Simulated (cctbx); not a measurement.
# CdINO2: precision against data quality

Space group C2/m (no. 12), a = 6.2160 Å, b = 6.0290 Å, c = 9.8430 Å, α = 90.00°, β = 96.02°, γ = 90.00°.

| atom | mult. | x | y | z | Ueq (Å²) |
| --- | --- | --- | --- | --- | --- |
| I1 | 4 | 0.2288 | 1/2 | 0.8864 | 0.0121 |
| Cd1 | 4 | 0.7238 | 1/2 | 0.7750 | 0.0102 |
| O1 | 8 | 0.0673 | 0.2839 | 0.3862 | 0.0144 |
| N1 | 4 | 0 | 0.3629 | 1/2 | 0.0123 |

The model is made up (kin elements in a known structure type, no relaxation), so it says nothing on whether the phase exists.

Five simulated data sets (cctbx; Mo Kα, λ = 0.71073 Å; 4 % proportional error) differ in resolution or exposure (noise floor 8 counts in the first three, 8 in the last two). Each is refined with the right model, isotropic at 1.1 Å and anisotropic otherwise. How do the figures of merit and the uncertainties move?

```
d min (Å)  top counts  ⟨I/σ⟩ (unmerged, absences included)  unique  param. (scale apart)   Rint      R1  GooF  largest s.u. xyz (fractional)  s.u. U of N1 (Å²)  largest error (Å)
      1.1       40000                                  9.4     160                    12  0.027  0.0142  1.51                        0.00115             0.0018             0.0071
     0.84       40000                                  8.8     359                    26  0.030  0.0099  0.94                        0.00046             0.0014             0.0023
      0.6       40000                                  7.8     959                    26  0.031  0.0116  0.91                        0.00026             0.0005             0.0039
     0.75         300                                  1.1     500                    26  0.220  0.0709  0.97                        0.00497             0.0086             0.0441
     0.75        3000                                  4.3     500                    26  0.051  0.0222  0.97                        0.00118             0.0026             0.0076
```

GooF reaches 1.51 where the model lacks something that the data hold (anisotropy at the isotropic level, for one). The s.u. of U for N1 goes 0.0018, 0.0014, 0.0005 Å² with resolution and 0.0086, 0.0026 Å² with exposure.

The 1.1 Å row also differs in its displacement model, so it isn't a clean test of resolution.

Hardware for the 0.6 Å refinement: 0.4 s on 1 thread of Arm Neoverse V2, with other jobs on the host, peak memory 0.09 GiB.

[Logs are printed without paths, hosts, clocks, repeated set-up lines and the standing remarks that a program may print on its own settings, such as how far it seeks lower states.]
